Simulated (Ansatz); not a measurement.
Zincblende LiCl (r2SCAN geometry), in Ansatz:

```cif
data_structure
_symmetry_space_group_name_H-M 'F-43m'
_symmetry_Int_Tables_number 216
_cell_length_a 5.4661
_cell_length_b 5.4661
_cell_length_c 5.4661
_cell_angle_alpha 90.000
_cell_angle_beta 90.000
_cell_angle_gamma 90.000
_cell_volume 163.32
loop_
_atom_site_label
_atom_site_type_symbol
_atom_site_symmetry_multiplicity
_atom_site_Wyckoff_symbol
_atom_site_fract_x
_atom_site_fract_y
_atom_site_fract_z
_atom_site_occupancy
Li1 Li 4 a 0.00000 0.00000 0.00000 1
Cl1 Cl 4 d 0.25000 0.25000 0.75000 1
```

G0W0@PBE with 223 empty bands, a screening cutoff of 180 eV and a 6×6×6 mesh (PAW, contour deformation) gives 8.818 eV over the mesh points, from a PBE gap of 6.049 eV; it sums over 228 bands with 229 plane waves in the screening and a wave cutoff of 420 eV. The G0W0 figures hold for the stated bands, cutoff and mesh and aren't extrapolated. The calculation is spin-unpolarised, and the structure need not be a phase that has been made.

**Question.** Estimate the gap with potentials of the kind norm-conserving.

**Answer.** 8.829 eV (+0.011 eV), from a Kohn-Sham gap of 6.049 eV.

**Question.** Estimate the gap with starting point PBE0.

**Answer.** 9.635 eV (+0.817 eV), from a Kohn-Sham gap of 8.112 eV.
